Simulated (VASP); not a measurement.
# In (I4/mmm) in VASP: a series of runs

One crystal, In, is run at these levels: r2SCAN; tasks: relaxation of cell and atoms.

Everything below comes from runs of VASP 6.6.1. Logs are shortened: lines on timing, memory, paths and dates and some standing lists are left out, and cuts for length are marked.

### Step 1. Starting point

It takes space group I4/mmm (No. 139, tetragonal). Conventional cell: a = 3.251 Å, b = 3.251 Å, c = 4.947 Å, α = 90.00°, β = 90.00°, γ = 90.00°. In (site symmetry 4/mmm) has 12 In at 3.25 to 3.38 Å as nearest neighbours.

### Step 2. Relaxation of cell and atoms, r2SCAN

The input, INCAR:

```
PREC     = Accurate       # precision mode
ENCUT    = 600            # plane-wave cutoff, eV
EDIFF    = 1E-6           # SCF threshold, eV
ISMEAR   = 1              # smearing method
SIGMA    = 0.1            # smearing width, eV
LREAL    = False          # projectors in reciprocal space
LASPH    = True           # aspherical terms in the spheres
NELM     = 80             # most SCF steps
ALGO     = Normal         # electronic algorithm
ISIF     = 3              # what is computed and relaxed
LWAVE    = False          # write WAVECAR
LCHARG   = False          # write CHGCAR
METAGGA  = R2SCAN         # meta-GGA
LMIXTAU  = True         
IBRION   = 2              # ionic algorithm
NSW      = 90             # ionic steps
EDIFFG   = -0.01          # ionic threshold
```

The input, KPOINTS:

```
Automatic mesh
0
Gamma
  20 20 20
```

The input, POSCAR:

```
In
1.0
   -1.6254700000      1.6254700000      2.4737000000
    1.6254700000     -1.6254700000      2.4737000000
    1.6254700000      1.6254700000     -2.4737000000
In
1
Direct
    0.0000000000      0.0000000000      0.0000000000
```

Potentials or basis: VASP PAW PBE potentials, release 64 (In_d).

Command:

```bash
$ cat potpaw_PBE.64/In_d/POTCAR > POTCAR
$ mpirun -np 1 vasp_std > vasp.out
```

OUTCAR:

```text
PREC = Accurate
   ENCUT = 600
   EDIFF = 1E-6
   ISMEAR = 1
   LREAL = False
   LASPH = True
   NELM = 80
   ISIF = 3
   METAGGA = R2SCAN
   IBRION = 2
   NSW = 90
   EDIFFG = -0.01

 ion  position               nearest neighbor table
   1  0.000  0.000  0.000-

  LATTYP: Found a body centered tetragonal cell.
 ALAT       =     3.2509400000
 C/A-ratio  =     1.5218367611

  Lattice vectors:

 A1 = (  -1.6254700000,   1.6254700000,   2.4737000000)
 A2 = (   1.6254700000,  -1.6254700000,   2.4737000000)
 A3 = (   1.6254700000,   1.6254700000,  -2.4737000000)

Analysis of symmetry for initial positions (statically):
=====================================================================
 Subroutine PRICEL returns:
 Original cell was already a primitive cell.

 Routine SETGRP: Setting up the symmetry group for a
 body centered tetragonal supercell.

 Subroutine GETGRP returns: Found 16 space group operations
 (whereof 16 operations were pure point group operations)
 out of a pool of 16 trial point group operations.

The static configuration has the point symmetry D_4h.

Analysis of symmetry for dynamics (positions and initial velocities):
=====================================================================
 Subroutine PRICEL returns:
 Original cell was already a primitive cell.

 Routine SETGRP: Setting up the symmetry group for a
 body centered tetragonal supercell.

 Subroutine GETGRP returns: Found 16 space group operations
 (whereof 16 operations were pure point group operations)
 out of a pool of 16 trial point group operations.

The dynamic configuration has the point symmetry D_4h.

 Subroutine INISYM returns: Found 16 space group operations
 (whereof 16 operations are pure point group operations),
 and found     1 'primitive' translations

----------------------------------------------------------------------------------------

                                     Primitive cell

  volume of cell :      26.1436

  direct lattice vectors                    reciprocal lattice vectors
    -1.625470000  1.625470000  2.473700000     0.000000000  0.307603339  0.202126369
     1.625470000 -1.625470000  2.473700000     0.307603339  0.000000000  0.202126369
     1.625470000  1.625470000 -2.473700000     0.307603339  0.307603339  0.000000000

  length of vectors
     3.376906444  3.376906444  3.376906444     0.368069129  0.368069129  0.435016814

  position of ions in fractional coordinates (direct lattice)
     0.000000000  0.000000000  0.000000000

  ion indices of the primitive-cell ions
   primitive index   ion index
                 1           1

----------------------------------------------------------------------------------------

 KPOINTS: Automatic mesh

Automatic generation of k-mesh.
 Grid dimensions read from file:
 generate k-points for:   20   20   20

 Generating k-lattice:

  Cartesian coordinates                     Fractional coordinates (reciprocal lattice)
     0.000000000  0.015380167  0.010106318     0.050000000  0.000000000  0.000000000
     0.015380167  0.000000000  0.010106318     0.000000000  0.050000000  0.000000000
     0.015380167  0.015380167  0.000000000     0.000000000  0.000000000  0.050000000

  Length of vectors
     0.018403456  0.018403456  0.021750841

  Shift w.r.t. Gamma in fractional coordinates (k-lattice)
     0.000000000  0.000000000  0.000000000

 Subroutine IBZKPT returns following result:
 ===========================================

 Found    641 irreducible k-points:

 Following reciprocal coordinates:
            Coordinates               Weight
  0.000000  0.000000  0.000000      1.000000
  0.050000  0.000000 -0.000000      8.000000
  0.100000  0.000000 -0.000000      8.000000
  0.150000  0.000000  0.000000      8.000000
  0.200000  0.000000 -0.000000      8.000000
  0.250000  0.000000 -0.000000      8.000000
[... 16 lines left out ...]
 -0.400000  0.050000  0.000000     16.000000
 -0.350000  0.050000  0.000000     16.000000
 [... further k-points ...]
   k-points           NKPTS =    641   k-points in BZ     NKDIM =    641   number of bands    NBANDS=     10
   number of dos      NEDOS =    301   number of ions     NIONS =      1
   total plane-waves  NPLWV =  21952
   dimension x,y,z NGX =    28 NGY =   28 NGZ =   28
   dimension x,y,z NGXF=    56 NGYF=   56 NGZF=   56
   ions per type =               1
   NGX,Y,Z   is equivalent  to a cutoff of  13.78, 13.78, 13.78 a.u.
   NGXF,Y,Z  is equivalent  to a cutoff of  27.57, 27.57, 27.57 a.u.
 SYSTEM =  unknown system
   PREC   = accura    normal or accurate (medium, high low for compatibility)
   ISTART =      0    job   : 0-new  1-cont  2-samecut
   ICHARG =      2    charge: 1-file 2-atom 10-const
   ISPIN  =      1    spin polarized calculation?
   LNONCOLLINEAR =      F non collinear calculations
   LSORBIT =      F    spin-orbit coupling
   LASPH  =      T    aspherical Exc in radial PAW
   ENCUT  =  600.0 eV  44.10 Ry    6.64 a.u.   6.74  6.74  6.74*2*pi/ulx,y,z
   NELM   =     80;   NELMIN=  2; NELMDL= -5     # of ELM steps
   EDIFF  = 0.1E-05   stopping-criterion for ELM
   LREAL  =      F    real-space projection
   EDIFFG = -.1E-01   stopping-criterion for IOM
   NSW    =     90    number of steps for IOM
   IBRION =      2    ionic relax: 0-MD 1-quasi-New 2-CG
   NFREE  =      1    steps in history (QN), initial steepest desc. (CG)
   ISIF   =      3    stress and relaxation
   ISYM   =      2    0-nonsym 1-usesym 2-fastsym
   POTIM  = 0.5000    time-step for ionic-motion
   TEBEG  =    0.0;   TEEND  =   0.0 temperature during run
   PSTRESS=    0.0 pullay stress
   NELECT =      13.0000    total number of electrons
   NUPDOWN=      -1.0000    fix difference up-down
   EMIN   =  10.00;   EMAX   =-10.00  energy-range for DOS
   EFERMI =   0.00;   METHOD = LEGACY
   ISMEAR =     1;   SIGMA  =   0.10  broadening in eV -4-tet -1-fermi 0-gaus
   EFERMI_NEDOS =   21; number of points for ismear=-14 and -15
   IALGO  =     38    algorithm
   IMIX   =      4    mixing-type and parameters
     AMIX     =   0.40;   BMIX     =  1.00
     AMIX_MAG =   1.60;   BMIX_MAG =  1.00
  volume/ion in A,a.u.               =      26.14       176.43
  Fermi-wavevector in a.u.,A,eV,Ry     =   1.296983  2.450943 22.887245  1.682165
  Thomas-Fermi vector in A             =   2.428405
   LORBIT       =      0    0 simple, 1 ext, 2 COOP (PROOUT), +10 PAW based schemes
   METAGGA = R2SCAN    functional components
   LHFCALC =     F    Hartree Fock is set to
   AEXX    =    0.0000 exact exchange contribution
   IVDW    =     0    specifies the selected vdW correction
   LEPSILON=     F    determine dielectric tensor
   LRPA    =     F    only Hartree local field effects (RPA)
 conjugate gradient relaxation of ions
 non-spin polarized calculation
 Methfessel and Paxton  Order N= 1 SIGMA  =   0.10
  energy-cutoff  :      600.00
  volume of cell :       26.14
 maximum number of plane-waves:       901
   NGX = 13   NGY = 13   NGZ = 13

--------------------------------------- Ionic step        1  -------------------------------------------

 number of electron      13.0000006 magnetization

 Free energy of the ion-electron system (eV)
  ---------------------------------------------------
  ext. energy  EPLUGINS =         0.00000000
  ---------------------------------------------------
  free energy    TOTEN  =       -22.57277877 eV

  energy without entropy =      -22.57254415  energy(sigma->0) =      -22.57270057

------------------------ aborting loop because EDIFF is reached ----------------------------------------

  FORCE on cell =-STRESS in cart. coord.  units (eV):
  Direction    XX          YY          ZZ          XY          YZ          ZX
  --------------------------------------------------------------------------------------
  -------------------------------------------------------------------------------------
  Total        0.0741804      0.0741804      0.0279565      0.0000000     -0.0000000      0.0000000
  in kB        4.5460564      4.5460564      1.7132807      0.0000000     -0.0000000      0.0000000
  external PRESSURE =       3.6017978 kB  Pullay stress =       0.0000000 kB
[... 86 lines left out ...]
  FREE ENERGIE OF THE ION-ELECTRON SYSTEM (eV)
  ---------------------------------------------------
  free  energy   TOTEN  =       -22.5731200610 eV

  energy  without entropy=      -22.5729036903  energy(sigma->0) =      -22.57304794

[... ionic steps 4 to 9 ...]

--------------------------------------- Ionic step       10  -------------------------------------------

 number of electron      13.0000002 magnetization

------------------------ aborting loop because EDIFF is reached ----------------------------------------

  FORCE on cell =-STRESS in cart. coord.  units (eV):
  Direction    XX          YY          ZZ          XY          YZ          ZX
  --------------------------------------------------------------------------------------
  -------------------------------------------------------------------------------------
  Total       -0.0116556     -0.0116556     -0.0130841      0.0000000     -0.0000000      0.0000000
  in kB       -0.7073249     -0.7073249     -0.7940100      0.0000000     -0.0000000      0.0000000
  external PRESSURE =      -0.7362200 kB  Pullay stress =       0.0000000 kB
[... 55 lines left out ...]
  energy  without entropy=      -22.5736408658  energy(sigma->0) =      -22.57355235

--------------------------------------- Ionic step       12  -------------------------------------------

 number of electron      13.0000003 magnetization

 Free energy of the ion-electron system (eV)
  ---------------------------------------------------
  ext. energy  EPLUGINS =         0.00000000
  ---------------------------------------------------
  free energy    TOTEN  =       -22.57352299 eV

  energy without entropy =      -22.57364766  energy(sigma->0) =      -22.57356455

 E-fermi :   7.4324     XC(G=0): -11.0407

 val. band max:        7.4298022017   @ k =   0.2500   0.1500   0.1500
 cond. band min:       7.4333877012   @ k =  -0.2500   0.3000   0.2500
 fundamental gap:      0.0035854995
 Fermi energy:         7.4324332980

 k-point     1 :       0.0000    0.0000    0.0000
  band No.  band energies     occupation
      1      -7.8608      2.00000
      2      -7.7873      2.00000
      3      -7.7873      2.00000
      4      -7.6747      2.00000
      5      -7.5985      2.00000
      6      -2.5792      2.00000
      7      18.5126      0.00000
      8      18.5126      0.00000
      9      18.6722      0.00000
     10      19.5533      0.00000
[... 287 lines left out ...]
 k-point    24 :      -0.3500    0.0500    0.0000
  band No.  band energies     occupation
      1      -7.8593      2.00000
      2      -7.8074      2.00000
      3      -7.7510      2.00000
      4      -7.5618      2.00000
      5      -7.5202      2.00000
      6       0.1055      2.00000
      7       8.0300     -0.00000
      8      15.6093      0.00000
      9      16.8912      0.00000
     10      19.0675      0.00000

 [... further k-points ...]

------------------------ aborting loop because EDIFF is reached ----------------------------------------

  FORCE on cell =-STRESS in cart. coord.  units (eV):
  Direction    XX          YY          ZZ          XY          YZ          ZX
  --------------------------------------------------------------------------------------
  -------------------------------------------------------------------------------------
  Total        0.0055493      0.0055493     -0.0001847      0.0000000      0.0000000      0.0000000
  in kB        0.3375916      0.3375916     -0.0112367      0.0000000      0.0000000      0.0000000
  external PRESSURE =       0.2213155 kB  Pullay stress =       0.0000000 kB
[... 16 lines left out ...]
  FREE ENERGIE OF THE ION-ELECTRON SYSTEM (eV)
  ---------------------------------------------------
  free  energy   TOTEN  =       -22.5735229915 eV

  energy  without entropy=      -22.5736476592  energy(sigma->0) =      -22.57356455

 reached required accuracy - stopping structural energy minimisation
```

It took 66 min on 1 thread of Intel Xeon Platinum 8488C (Sapphire Rapids), shared host; peak memory 0.37 GiB.

Results:

```yaml
Free_energy: -22.5735 eV
Relaxed_volume: 26.34 Å³/atom
Relaxed_cell: a = 3.370 Å, b = 3.370 Å, c = 3.370 Å, α = 121.67°, β = 121.67°, γ = 87.12°
Space_group_after_relaxing_to_0.05_Å: I4/mmm (No. 139)
Energy_gained_by_relaxing: 0.7 meV/atom
Ionic_steps: 12
Pressure_after_relaxing: 0.0 GPa
Band_gap_on_the_k_mesh: none (metal or under the smearing width)
```

Step by step:
```tsv
step	energy change (eV)	largest force (eV/Å)	pressure (GPa)	volume (Å³)
1	0.0000	0.0000	0.36	26.14
2	-0.0003	0.0000	0.02	26.37
3	-0.0003	0.0000	-0.05	26.41
4	-0.0004	0.0000	-0.05	26.41
5	-0.0006	0.0000	-0.07	26.41
6	-0.0007	0.0000	-0.10	26.40
7	-0.0007	0.0000	-0.08	26.40
8	-0.0007	0.0000	-0.04	26.40
9	-0.0007	0.0000	-0.13	26.40
10	-0.0007	0.0000	-0.07	26.40
11	-0.0007	0.0000	0.10	26.29
12	-0.0007	0.0000	0.02	26.34
```

Final structure:
```yaml
crystal:
  lattice:
    - [-1.64207, 1.64207, 2.44180]
    - [1.64207, -1.64207, 2.44180]
    - [1.64207, 1.64207, -2.44180]
  atoms:
    - { symbol: In, position: [0.00000, 0.00000, 0.00000] }
```

Levels at points of the mesh, in eV from the Fermi level:
```csv
k point,band 2,band 3,band 4,band 5,band 6,band 7,band 8,band 9,band 10
"(0.00, 0.00, 0.00)",-15.22,-15.22,-15.11,-15.03,-10.01,11.08,11.08,11.24,12.12
"(0.50, 0.00, 0.00)",-15.27,-15.20,-14.92,-14.89,-4.49,-3.58,8.21,9.36,11.71
"(0.50, 0.50, 0.00)",-15.37,-14.92,-14.89,-14.83,-2.27,-1.75,3.81,4.16,7.58
"(0.50, 0.50, 0.50)",-15.37,-14.91,-14.87,-14.87,-2.76,-2.70,4.71,4.71,8.17
```

Caveat: the PAW data sets were made with another functional, which shifts forces and pressure a little. Zero-point motion and thermal expansion aren't in these numbers.

### Step 3. Relaxation of cell and atoms, r2SCAN

This run uses another cell than the first one, of 26.34 Å³/atom, 1.007 times its volume.

Changes to INCAR since step 2:

```diff
@@ -2,3 +2,3 @@
 ENCUT    = 600            # plane-wave cutoff, eV
-EDIFF    = 1E-6           # SCF threshold, eV
+EDIFF    = 1E-7           # SCF threshold, eV
 ISMEAR   = 1              # smearing method
@@ -16,2 +16,2 @@
 NSW      = 90             # ionic steps
-EDIFFG   = -0.01          # ionic threshold
+EDIFFG   = -0.005         # ionic threshold
```

KPOINTS is that of step 2.

The input, POSCAR:

```
In                                      
1.0
   -1.6420709814      1.6420709814      2.4418023086
    1.6420709814     -1.6420709814      2.4418023086
    1.6420709814      1.6420709814     -2.4418023086
  In            
     1
Direct
     0.0000000000000000    0.0000000000000000    0.0000000000000000
```

Potentials or basis: VASP PAW PBE potentials, release 64 (In_d).

Command:

```bash
$ cat potpaw_PBE.64/In_d/POTCAR > POTCAR
$ mpirun -np 1 vasp_std > vasp.out
```

Run time: 19 min. Hardware: 1 thread of Intel Xeon Platinum 8488C (Sapphire Rapids), shared host; peak memory 0.35 GiB.

The run converged. Its results:

| Item | Value |
| --- | --- |
| Free energy | -22.5736 eV |
| Relaxed volume | 26.34 Å³/atom |
| Relaxed cell | a = 3.370 Å, b = 3.370 Å, c = 3.370 Å, α = 121.66°, β = 121.66°, γ = 87.15° |
| Space group after relaxing (to 0.05 Å) | I4/mmm (No. 139) |
| Energy gained by relaxing | 0.0 meV/atom |
| Ionic steps | 2 |
| Pressure after relaxing | 0.0 GPa |
| Band gap on the k mesh | none (metal or under the smearing width) |

Final structure:
```
In
1.0
    -1.64247    1.64247    2.44142
     1.64247   -1.64247    2.44142
     1.64247    1.64247   -2.44142
In
1
Direct
  0.00000 0.00000 0.00000
```

Levels at points of the mesh, in eV from the Fermi level:
```tsv
k point	band 2	band 3	band 4	band 5	band 6	band 7	band 8	band 9	band 10
(0.00, 0.00, 0.00)	-15.22	-15.22	-15.11	-15.03	-10.01	11.08	11.08	11.24	12.12
(0.50, 0.00, 0.00)	-15.27	-15.20	-14.92	-14.89	-4.49	-3.58	8.22	9.35	11.71
(0.50, 0.50, 0.00)	-15.37	-14.92	-14.89	-14.83	-2.27	-1.76	3.81	4.16	7.59
(0.50, 0.50, 0.50)	-15.37	-14.91	-14.87	-14.87	-2.76	-2.70	4.70	4.70	8.17
```

Caveat: the PAW data sets were made with another functional, which shifts forces and pressure a little.
